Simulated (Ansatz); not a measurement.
Method: DFT PBE, scalar-relativistic, plane waves, PAW (Ansatz). Settings: cutoff 420 eV, Γ-centred meshes spaced at most about 0.3 Å⁻¹ (2π included), Gaussian smearing. No spin polarisation.

Formation energies are uncorrected and refer to the elements' standard structures at the same level.

Temperature and zero-point effects are left out. These runs have no spin–orbit coupling, which can matter for Pb. Kohn–Sham gaps at this level usually fall short of measured ones. The missing spin–orbit coupling can work the other way here. The reference form of Se is held partly by dispersion forces, which this level lacks.

The competitors are the elements and 1 reference phase of this chemical system (from databases or known types: PbSe), relaxed at the same level; other known phases may be missing.

Question: Propose a crystal containing Pb and Se that lies within 0.1 eV/atom of the hull of database phases or under it, with a gap near 0.7 eV.

Answer: PbSe, space group P6_3mc (No. 186), at -0.488 eV/atom against the elements, with a gap of 0.72 eV on its mesh. Pb is surrounded by 3 Se at 2.96 Å and 3 Se at 3.39 Å; around Se lie 3 Pb at 2.96 Å and 3 Pb at 3.39 Å.

```
CELL_PARAMETERS angstrom
4.26722 0.00000 0.00000
-2.13361 3.69552 0.00000
0.00000 0.00000 7.92769
ATOMIC_POSITIONS crystal
Pb 0.66667 0.33333 0.22786
Pb 0.33333 0.66667 0.72786
Se 0.00000 0.00000 0.52199
Se 0.00000 0.00000 0.02199
```

The lowest competing phase:

```
phase      space group             source  share of atoms  ΔE_f (eV/atom)
 PbSe  Fm-3m (No. 225)  Materials Project          1.0000          -0.565
```

The candidate lies 77 meV/atom above it. The candidate matches no cell in the subsets of the Crystallography Open Database and the Materials Project at hand. It is metastable at best. Checks: phonons real on a 2×2×1 q mesh, imaginary between its points (to 6i cm⁻¹, which can come from the interpolation). Other answers may fit too; this one was computed.
